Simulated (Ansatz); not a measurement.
**What a trial cell of Zr relaxes into**

Level of theory: DFT r2SCAN, scalar-relativistic, plane waves, PAW in Ansatz 0.2.0. Cutoff 500 eV, Γ-centred k mesh, Gaussian smearing, no spin polarisation in the final step.

The start puts Zr on the diamond structure type (Fd-3m, No. 227), at a guessed volume.

```yaml
crystal:
  lattice:
    - [0.00000, 2.99433, 2.99433]
    - [2.99433, 0.00000, 2.99433]
    - [2.99433, 2.99433, 0.00000]
  atoms:
    - { symbol: Zr, position: [0.50000, 0.50000, 0.50000] }
    - { symbol: Zr, position: [0.75000, 0.75000, 0.75000] }
```

Cell and atoms relax at zero pressure; the relaxation can't lower the symmetry of the start. After a coarse first stage the cell is made exact in the group found at 0.06 Å.

Energies count from the standard state of Zr at the same level.

Question: Describe the relaxed structure.

Answer: It keeps Fd-3m (No. 227). The result has the diamond structure. Conventional cell: a = 6.184 Å. Around Zr lie 4 Zr at 2.68 Å.

```
Zr
1.0
     0.00000    3.09199    3.09199
     3.09199    0.00000    3.09199
     3.09199    3.09199    0.00000
Zr
2
Direct
  0.50000 0.50000 0.50000
  0.75000 0.75000 0.75000
```

Question: What are its volume, energy, density and gap?

Answer: The volume per atom is 29.56 Å³ and the density is 5.12 g/cm³. The energy over the standard structure is 2.59 eV/atom and the gap on the 16×16×16 mesh is 0 eV (a metal).

The final run used a 16×16×16 mesh on its 2-atom cell and 0.10 eV smearing. For metals, differences of a few meV/atom aren't resolved. Symmetry constrained the relaxation, so the result can be a saddle point. The steps took about 70 core-seconds in all.